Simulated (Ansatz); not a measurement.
Input and steps of a relaxation of cell and atoms on an ordered 8-atom cell of AlGa3As4 on the zincblende lattice (P-43m) (the PAW code Ansatz, r2SCAN). It starts from the PBE minimum.

```yaml
crystal:
  lattice:
    - [5.7403571596, 0.0, 0.0]
    - [0.0, 5.7403571596, 0.0]
    - [0.0, 0.0, 5.7403571596]
  atoms:
    - { symbol: Al, position: [0.0, 0.0, 0.0] }
    - { symbol: As, position: [0.2493094384, 0.2493094384, 0.2493094384] }
    - { symbol: Ga, position: [0.5, 0.5, 0.0] }
    - { symbol: As, position: [0.7506905616, 0.7506905616, 0.2493094384] }
    - { symbol: Ga, position: [0.5, 0.0, 0.5] }
    - { symbol: As, position: [0.7506905616, 0.2493094384, 0.7506905616] }
    - { symbol: Ga, position: [0.0, 0.5, 0.5] }
    - { symbol: As, position: [0.2493094384, 0.7506905616, 0.7506905616] }
kpoints:
  mp_grid: { grid: [4, 4, 4] }
hamiltonian:
  xc: r2scan
scf:
  occupations: { method: fermi_dirac, width: 0.02 }
relax:
  f_tol: 0.005
  cell: {}
```

The trajectory has 4 recorded frames, each with positions in Å and forces in eV/Å. The last, and any step after a large change of cell, is solved on a basis re-selected at its cell; pressure is positive in compression.

Step 1: energy 0.0 meV/atom from step 1, largest force component 0.030 eV/Å, pressure -2.50 GPa
```xyz
8
Lattice="5.7404 0.0000 0.0000 0.0000 5.7404 0.0000 0.0000 0.0000 5.7404" Properties=species:S:1:pos:R:3:forces:R:3 pbc="T T T"
Al    0.0000    0.0000    0.0000    0.0000    0.0000    0.0000
As    1.4311    1.4311    1.4311    0.0296    0.0296    0.0296
Ga    2.8702    2.8702    0.0000    0.0000    0.0000    0.0000
As    4.3092    4.3092    1.4311   -0.0296   -0.0296    0.0296
Ga    2.8702    0.0000    2.8702    0.0000    0.0000    0.0000
As    4.3092    1.4311    4.3092   -0.0296    0.0296   -0.0296
Ga    0.0000    2.8702    2.8702    0.0000    0.0000    0.0000
As    1.4311    4.3092    4.3092    0.0296   -0.0296   -0.0296
```

Problem. Estimate where the relaxation ends.

Solution.
Step 2: energy -7.1 meV/atom from step 1, largest force component 0.008 eV/Å, pressure +0.01 GPa
```xyz
8
Lattice="5.6698 0.0000 0.0000 0.0000 5.6698 0.0000 0.0000 0.0000 5.6698" Properties=species:S:1:pos:R:3:forces:R:3 pbc="T T T"
Al    0.0000    0.0000    0.0000    0.0000    0.0000    0.0000
As    1.4167    1.4167    1.4167   -0.0075   -0.0075   -0.0075
Ga    2.8349    2.8349    0.0000    0.0000    0.0000    0.0000
As    4.2531    4.2531    1.4167    0.0075    0.0075   -0.0075
Ga    2.8349    0.0000    2.8349    0.0000    0.0000    0.0000
As    4.2531    1.4167    4.2531    0.0075   -0.0075    0.0075
Ga    0.0000    2.8349    2.8349    0.0000    0.0000    0.0000
As    1.4167    4.2531    4.2531   -0.0075    0.0075    0.0075
```

Step 3: energy -7.2 meV/atom from step 1, largest force component 0.003 eV/Å, pressure 0.00 GPa
```xyz
8
Lattice="5.6700 0.0000 0.0000 0.0000 5.6700 0.0000 0.0000 0.0000 5.6700" Properties=species:S:1:pos:R:3:forces:R:3 pbc="T T T"
Al    0.0000    0.0000    0.0000    0.0000    0.0000    0.0000
As    1.4160    1.4160    1.4160    0.0025    0.0025    0.0025
Ga    2.8350    2.8350    0.0000    0.0000    0.0000    0.0000
As    4.2540    4.2540    1.4160   -0.0025   -0.0025    0.0025
Ga    2.8350    0.0000    2.8350    0.0000    0.0000    0.0000
As    4.2540    1.4160    4.2540   -0.0025    0.0025   -0.0025
Ga    0.0000    2.8350    2.8350    0.0000    0.0000    0.0000
As    1.4160    4.2540    4.2540    0.0025   -0.0025   -0.0025
```

Step 4: energy -7.0 meV/atom from step 1, largest force component 0.003 eV/Å, pressure 0.00 GPa
```xyz
8
Lattice="5.6700 0.0000 0.0000 0.0000 5.6700 0.0000 0.0000 0.0000 5.6700" Properties=species:S:1:pos:R:3:forces:R:3 pbc="T T T"
Al    0.0000    0.0000    0.0000    0.0000    0.0000    0.0000
As    1.4160    1.4160    1.4160    0.0025    0.0025    0.0025
Ga    2.8350    2.8350    0.0000    0.0000    0.0000    0.0000
As    4.2540    4.2540    1.4160   -0.0025   -0.0025    0.0025
Ga    2.8350    0.0000    2.8350    0.0000    0.0000    0.0000
As    4.2540    1.4160    4.2540   -0.0025    0.0025   -0.0025
Ga    0.0000    2.8350    2.8350    0.0000    0.0000    0.0000
As    1.4160    4.2540    4.2540    0.0025   -0.0025   -0.0025
```

The walk took 3 steps and changed the volume by -3.6 %. The last SCF, on a fresh basis, lies 7.0 meV an atom below the first. Final cell: space group P-43m (No. 215), cubic; conventional cell a = 5.670 Å, 22.79 Å³ an atom. Al has 4 As at 2.45 Å; As has 1 Al at 2.45 Å and 3 Ga at 2.46 Å; Ga has 4 As at 2.46 Å.

Command: `ansatz run input.yaml --threads 2 --pin off --max-ram 29491MiB --backend cpu --events-out ev --progress --plain --runs-dir out`. Wall time 25 s on 2 threads of AMD EPYC 7R13 Processor (Zen 3), on a shared host; peak host memory 0.99 GiB.

The structure was generated, not taken from experiment, and needn't be the ground state; spin polarisation is off.
